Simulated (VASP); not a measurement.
# CdSe (Cadmoselite) (P6_3mc) in VASP: a series of runs

One crystal, CdSe (Cadmoselite), is run at these levels: PBE; tasks: relaxation of cell and atoms, relaxation of shape and atoms at fixed volume.

All numbers are computed with VASP 6.6.1; they aren't measurements. Logs are shortened: lines on timing, memory, paths and dates and some standing lists are left out, and cuts for length are marked.

## Step 1: Starting point

The structure is hexagonal, space group P6_3mc (No. 186). Conventional cell: a = 4.300 Å, b = 4.300 Å, c = 7.020 Å, α = 90.00°, β = 90.00°, γ = 120.00°. Cd (site symmetry 3m) is surrounded by 4 Se at 2.61 to 2.70 Å. Se (site symmetry 3m) is surrounded by 4 Cd at 2.61 to 2.70 Å.

## Step 2: Relaxation of cell and atoms, PBE

The input, INCAR:

```
SYSTEM = CdSe
PREC = Accurate
ENCUT = 300
EDIFF = 1E-6
ISMEAR = 0
SIGMA = 0.03
LREAL = .False.
LASPH = .True.
NELM = 80
ALGO = Normal
ISIF = 3
LWAVE = .False.
LCHARG = .False.
GGA = PE
IBRION = 2
NSW = 90
EDIFFG = -0.01
```

The input, KPOINTS:

```
Automatic mesh
0
Gamma
  5 5 2
  0 0 0
```

The input, POSCAR:

```
CdSe
1.0
    4.3000000000      0.0000000000      0.0000000000
   -2.1500000000      3.7239092363      0.0000000000
    0.0000000000      0.0000000000      7.0200000000
Cd Se
2 2
Direct
    0.3333333333      0.6666666667      0.0000000000
    0.6666666667      0.3333333333      0.5000000000
    0.3333333333      0.6666666667      0.3850000000
    0.6666666667      0.3333333333      0.8850000000
```

Potentials or basis: VASP PAW PBE potentials, release 64 (Cd, Se).

Command:

```bash
$ cat potpaw_PBE.64/Cd/POTCAR potpaw_PBE.64/Se/POTCAR > POTCAR
$ mpirun -np 1 vasp_std > vasp.out
```

OUTCAR:

```text
SYSTEM = CdSe
   PREC = Accurate
   ENCUT = 300
   EDIFF = 1E-6
   ISMEAR = 0
   LREAL = .False.
   LASPH = .True.
   NELM = 80
   ISIF = 3
   GGA = PE
   IBRION = 2
   NSW = 90
   EDIFFG = -0.01

 ion  position               nearest neighbor table
   1  0.333  0.667  0.000-   4 2.61   4 2.61   4 2.61   3 2.70
   2  0.667  0.333  0.500-   3 2.61   3 2.61   3 2.61   4 2.70
   3  0.333  0.667  0.385-   2 2.61   2 2.61   2 2.61   1 2.70
   4  0.667  0.333  0.885-   1 2.61   1 2.61   1 2.61   2 2.70

  LATTYP: Found a hexagonal cell.
 ALAT       =     4.3000000000
 C/A-ratio  =     1.6325581395

  Lattice vectors:

 A1 = (   4.3000000000,   0.0000000000,   0.0000000000)
 A2 = (  -2.1500000000,   3.7239092363,   0.0000000000)
 A3 = (   0.0000000000,   0.0000000000,   7.0200000000)

Analysis of symmetry for initial positions (statically):
=====================================================================
 Subroutine PRICEL returns:
 Original cell was already a primitive cell.

 Routine SETGRP: Setting up the symmetry group for a
 hexagonal supercell.

 Subroutine GETGRP returns: Found 12 space group operations
 (whereof  6 operations were pure point group operations)
 out of a pool of 24 trial point group operations.

The static configuration has the point symmetry C_3v.
 The point group associated with its full space group is C_6v.

Analysis of symmetry for dynamics (positions and initial velocities):
=====================================================================
 Subroutine PRICEL returns:
 Original cell was already a primitive cell.

 Routine SETGRP: Setting up the symmetry group for a
 hexagonal supercell.

 Subroutine GETGRP returns: Found 12 space group operations
 (whereof  6 operations were pure point group operations)
 out of a pool of 24 trial point group operations.

The dynamic configuration has the point symmetry C_3v.
 The point group associated with its full space group is C_6v.

 Subroutine INISYM returns: Found 12 space group operations
 (whereof  6 operations are pure point group operations),
 and found     1 'primitive' translations

----------------------------------------------------------------------------------------

                                     Primitive cell

  volume of cell :     112.4099

  direct lattice vectors                    reciprocal lattice vectors
     4.300000000  0.000000000  0.000000000     0.232558140  0.134267504  0.000000000
    -2.150000000  3.723909236  0.000000000     0.000000000  0.268535009  0.000000000
     0.000000000  0.000000000  7.020000000     0.000000000  0.000000000  0.142450142

  length of vectors
     4.300000000  4.300000000  7.020000000     0.268535009  0.268535009  0.142450142

  position of ions in fractional coordinates (direct lattice)
     0.333333333  0.666666667  0.000000000
     0.666666667  0.333333333  0.500000000
     0.333333333  0.666666667  0.385000000
     0.666666667  0.333333333  0.885000000

  ion indices of the primitive-cell ions
   primitive index   ion index
                 1           1
                 2           2
                 3           3
                 4           4

----------------------------------------------------------------------------------------

 KPOINTS: Automatic mesh

Automatic generation of k-mesh.
 Grid dimensions read from file:
 generate k-points for:    5    5    2

 Generating k-lattice:

  Cartesian coordinates                     Fractional coordinates (reciprocal lattice)
     0.046511628  0.026853501  0.000000000     0.200000000  0.000000000  0.000000000
     0.000000000  0.053707002  0.000000000     0.000000000  0.200000000  0.000000000
     0.000000000  0.000000000  0.071225071     0.000000000  0.000000000  0.500000000

  Length of vectors
     0.053707002  0.053707002  0.071225071

  Shift w.r.t. Gamma in fractional coordinates (k-lattice)
     0.000000000  0.000000000  0.000000000

 Subroutine IBZKPT returns following result:
 ===========================================

 Found     10 irreducible k-points:

 Following reciprocal coordinates:
            Coordinates               Weight
  0.000000  0.000000  0.000000      1.000000
  0.200000  0.000000  0.000000      6.000000
  0.400000  0.000000  0.000000      6.000000
  0.200000  0.200000  0.000000      6.000000
  0.400000  0.200000  0.000000      6.000000
  0.000000  0.000000  0.500000      1.000000
  0.200000  0.000000  0.500000      6.000000
  0.400000  0.000000  0.500000      6.000000
  0.200000  0.200000  0.500000      6.000000
  0.400000  0.200000  0.500000      6.000000
   k-points           NKPTS =     10   k-points in BZ     NKDIM =     10   number of bands    NBANDS=     22
   number of dos      NEDOS =    301   number of ions     NIONS =      4
   total plane-waves  NPLWV =  23040
   dimension x,y,z NGX =    24 NGY =   24 NGZ =   40
   dimension x,y,z NGXF=    48 NGYF=   48 NGZF=   80
   ions per type =               2   2
   NGX,Y,Z   is equivalent  to a cutoff of   9.28,  9.28,  9.47 a.u.
   NGXF,Y,Z  is equivalent  to a cutoff of  18.56, 18.56, 18.95 a.u.
 SYSTEM =  CdSe
   PREC   = accura    normal or accurate (medium, high low for compatibility)
   ISTART =      0    job   : 0-new  1-cont  2-samecut
   ICHARG =      2    charge: 1-file 2-atom 10-const
   ISPIN  =      1    spin polarized calculation?
   LNONCOLLINEAR =      F non collinear calculations
   LSORBIT =      F    spin-orbit coupling
   LASPH  =      T    aspherical Exc in radial PAW
   ENCUT  =  300.0 eV  22.05 Ry    4.70 a.u.   6.07  6.07  9.91*2*pi/ulx,y,z
   NELM   =     80;   NELMIN=  2; NELMDL= -5     # of ELM steps
   EDIFF  = 0.1E-05   stopping-criterion for ELM
   LREAL  =      F    real-space projection
   EDIFFG = -.1E-01   stopping-criterion for IOM
   NSW    =     90    number of steps for IOM
   IBRION =      2    ionic relax: 0-MD 1-quasi-New 2-CG
   NFREE  =      1    steps in history (QN), initial steepest desc. (CG)
   ISIF   =      3    stress and relaxation
   ISYM   =      2    0-nonsym 1-usesym 2-fastsym
   POTIM  = 0.5000    time-step for ionic-motion
   TEBEG  =    0.0;   TEEND  =   0.0 temperature during run
   PSTRESS=    0.0 pullay stress
   NELECT =      36.0000    total number of electrons
   NUPDOWN=      -1.0000    fix difference up-down
   EMIN   =  10.00;   EMAX   =-10.00  energy-range for DOS
   EFERMI =   0.00;   METHOD = LEGACY
   ISMEAR =     0;   SIGMA  =   0.03  broadening in eV -4-tet -1-fermi 0-gaus
   EFERMI_NEDOS =   21; number of points for ismear=-14 and -15
   IALGO  =     38    algorithm
   IMIX   =      4    mixing-type and parameters
     AMIX     =   0.40;   BMIX     =  1.00
     AMIX_MAG =   1.60;   BMIX_MAG =  1.00
  volume/ion in A,a.u.               =      28.10       189.64
  Fermi-wavevector in a.u.,A,eV,Ry     =   1.120059  2.116604 17.068937  1.254531
  Thomas-Fermi vector in A             =   2.256702
   LORBIT       =      0    0 simple, 1 ext, 2 COOP (PROOUT), +10 PAW based schemes
   GGA     = PE    functional components
   LHFCALC =     F    Hartree Fock is set to
   AEXX    =    0.0000 exact exchange contribution
   IVDW    =     0    specifies the selected vdW correction
   LEPSILON=     F    determine dielectric tensor
   LRPA    =     F    only Hartree local field effects (RPA)
 conjugate gradient relaxation of ions
 non-spin polarized calculation
 Gauss-broadening in eV      SIGMA  =   0.03
  energy-cutoff  :      300.00
  volume of cell :      112.41
 maximum number of plane-waves:      1340
   NGX = 13   NGY = 13   NGZ = 19

--------------------------------------- Ionic step        1  -------------------------------------------

 number of electron      35.9999993 magnetization

 Free energy of the ion-electron system (eV)
  ---------------------------------------------------
  ext. energy  EPLUGINS =         0.00000000
  ---------------------------------------------------
  free energy    TOTEN  =       -10.88126616 eV

  energy without entropy =      -10.88126616  energy(sigma->0) =      -10.88126616

------------------------ aborting loop because EDIFF is reached ----------------------------------------

  FORCE on cell =-STRESS in cart. coord.  units (eV):
  Direction    XX          YY          ZZ          XY          YZ          ZX
  --------------------------------------------------------------------------------------
  -------------------------------------------------------------------------------------
  Total        2.8263029      2.8263029      1.2865580      0.0000000      0.0000000      0.0000000
  in kB       40.2832620     40.2832620     18.3372966      0.0000000      0.0000000      0.0000000
  external PRESSURE =      32.9679402 kB  Pullay stress =       0.0000000 kB
[... 95 lines left out ...]
  FREE ENERGIE OF THE ION-ELECTRON SYSTEM (eV)
  ---------------------------------------------------
  free  energy   TOTEN  =       -10.9627158507 eV

  energy  without entropy=      -10.9627158507  energy(sigma->0) =      -10.96271585

[... ionic steps 4 to 8 ...]

--------------------------------------- Ionic step        9  -------------------------------------------

 number of electron      36.0000009 magnetization

------------------------ aborting loop because EDIFF is reached ----------------------------------------

  FORCE on cell =-STRESS in cart. coord.  units (eV):
  Direction    XX          YY          ZZ          XY          YZ          ZX
  --------------------------------------------------------------------------------------
  -------------------------------------------------------------------------------------
  Total        0.0462220      0.0462220     -0.0295840      0.0000000      0.0000000      0.0000000
  in kB        0.6215550      0.6215550     -0.3978213      0.0000000      0.0000000      0.0000000
  external PRESSURE =       0.2817629 kB  Pullay stress =       0.0000000 kB
[... 61 lines left out ...]
  energy  without entropy=      -10.9673031002  energy(sigma->0) =      -10.96730310

--------------------------------------- Ionic step       11  -------------------------------------------

 number of electron      36.0000011 magnetization

 Free energy of the ion-electron system (eV)
  ---------------------------------------------------
  ext. energy  EPLUGINS =         0.00000000
  ---------------------------------------------------
  free energy    TOTEN  =       -10.96730270 eV

  energy without entropy =      -10.96730270  energy(sigma->0) =      -10.96730270

 E-fermi :   0.6949     XC(G=0):  -8.6174

 val. band max:        0.5113104698   @ k =   0.0000   0.0000   0.0000
 cond. band min:       1.0412150708   @ k =   0.0000   0.0000   0.0000
 fundamental gap:      0.5299046010
 Fermi energy:         0.6949403935

 k-point     1 :       0.0000    0.0000    0.0000
  band No.  band energies     occupation
      1     -11.7822      2.00000
      2     -11.4529      2.00000
      3      -7.2301      2.00000
      4      -7.2255      2.00000
      5      -7.2255      2.00000
      6      -7.1679      2.00000
[... 270 lines left out ...]
  FREE ENERGIE OF THE ION-ELECTRON SYSTEM (eV)
  ---------------------------------------------------
  free  energy   TOTEN  =       -10.9673027004 eV

  energy  without entropy=      -10.9673027004  energy(sigma->0) =      -10.96730270

 reached required accuracy - stopping structural energy minimisation
```

Run time: 63 s. Hardware: 1 thread of Intel Xeon Platinum 8488C (Sapphire Rapids), shared host; peak memory 0.15 GiB.

These settings aren't checked as converged: the numbers below hold their error.

Results:

* Free energy: -10.9673 eV
* Relaxed volume: 29.80 Å³/atom
* Relaxed cell: a = 4.386 Å, b = 4.386 Å, c = 7.155 Å, α = 90.00°, β = 90.00°, γ = 120.00°
* Space group after relaxing (to 0.05 Å): P6_3mc (No. 186)
* Energy gained by relaxing: 21.5 meV/atom
* Ionic steps: 11
* Largest force after relaxing: 0.007 eV/Å
* Band gap on the k mesh: 0.53 eV, direct

Caveat: the k mesh is coarse (spacing up to 0.45 Å⁻¹), so the values aren't converged; the cutoff is under 1.25 times the usual one of these potentials, so pressure, stress and relaxed cells hold a basis-set (Pulay) error.

## Step 3: Relaxation of cell and atoms, PBE

This run uses another cell than the first one, of 29.80 Å³/atom, 1.061 times its volume.

Edit INCAR of step 2 so:

```diff
@@ -3,3 +3,3 @@
 ENCUT = 300
-EDIFF = 1E-6
+EDIFF = 1E-7
 ISMEAR = 0
@@ -16,2 +16,2 @@
 NSW = 90
-EDIFFG = -0.01
+EDIFFG = -0.005
```

KPOINTS is that of step 2.

The input, POSCAR:

```
CdSe                                    
1.0
    4.3864096971      0.0000000000      0.0000000000
   -2.1932048486      3.7987422291     -0.0000000000
   -0.0000000000      0.0000000000      7.1547633277
  Cd              Se            
     2     2
Direct
     0.3333333332999970    0.6666666667000030    0.0045565012453955
     0.6666666667000030    0.3333333332999970    0.5045565012453956
     0.3333333332999970    0.6666666667000030    0.3804434987546025
     0.6666666667000030    0.3333333332999970    0.8804434987546024
```

Potentials or basis: VASP PAW PBE potentials, release 64 (Cd, Se).

Command:

```bash
$ cat potpaw_PBE.64/Cd/POTCAR potpaw_PBE.64/Se/POTCAR > POTCAR
$ mpirun -np 1 vasp_std > vasp.out
```

It took 34 s on 1 thread of Intel Xeon Platinum 8488C (Sapphire Rapids), shared host; peak memory 0.17 GiB.

The run converged, but some of its settings lie outside the range that counts as converged, so its numbers aren't taken as properties of the crystal.

Results:

* Free energy: -10.9720 eV
* Relaxed volume: 29.90 Å³/atom
* Relaxed cell: a = 4.392 Å, b = 4.392 Å, c = 7.160 Å, α = 90.00°, β = 90.00°, γ = 120.00°
* Space group after relaxing (to 0.05 Å): P6_3mc (No. 186)
* Energy gained by relaxing: 0.0 meV/atom
* Ionic steps: 3
* Band gap on the k mesh: 0.52 eV, direct

Caveat: the k mesh is coarse (spacing up to 0.44 Å⁻¹), so the values aren't converged; the cutoff is under 1.25 times the usual one of these potentials, so pressure, stress and relaxed cells hold a basis-set (Pulay) error.

## Step 4: Relaxation of shape and atoms at fixed volume, PBE (a relaxed cell with its volume scaled by 0.94)

The input, INCAR:

```
SYSTEM = CdSe
PREC = Accurate
ENCUT = 300
EDIFF = 1E-7
ISMEAR = 0
SIGMA = 0.03
LREAL = .False.
LASPH = .True.
NELM = 80
ALGO = Fast
ISIF = 4
LWAVE = .False.
LCHARG = .False.
GGA = PE
IBRION = 2
NSW = 40
EDIFFG = -0.01
```

KPOINTS is that of step 3.

The input, POSCAR:

```
CdSe                                    
1.0
    4.3021594680     -0.0000000000      0.0000000000
   -2.1510797340      3.7257793904     -0.0000000000
    0.0000000000      0.0000000000      7.0142385749
  Cd              Se            
     2     2
Direct
     0.3333333332999970    0.6666666667000030    0.0045953311927559
     0.6666666667000030    0.3333333332999970    0.5045953311927559
     0.3333333332999970    0.6666666667000030    0.3804046688072421
     0.6666666667000030    0.3333333332999970    0.8804046688072421
```

Command:

```bash
$ cat potpaw_PBE.64/Cd/POTCAR potpaw_PBE.64/Se/POTCAR > POTCAR
$ mpirun -np 1 vasp_std > vasp.out
```

It took 16 s on 1 thread of Intel Xeon Platinum 8488C (Sapphire Rapids), shared host; peak memory 0.14 GiB.

These settings aren't checked as converged: the numbers below hold their error.

What came out:

```yaml
Free_energy: -10.9026 eV
Largest_force_after_relaxing: 0.005 eV/Å
Band_gap_on_the_k_mesh: 0.66 eV, direct
```

Caveat: the k mesh is coarse (spacing up to 0.45 Å⁻¹), so the values aren't converged; the cutoff is under 1.25 times the usual one of these potentials, so pressure, stress and relaxed cells hold a basis-set (Pulay) error; the relaxation stopped at its first step, so nothing moved.
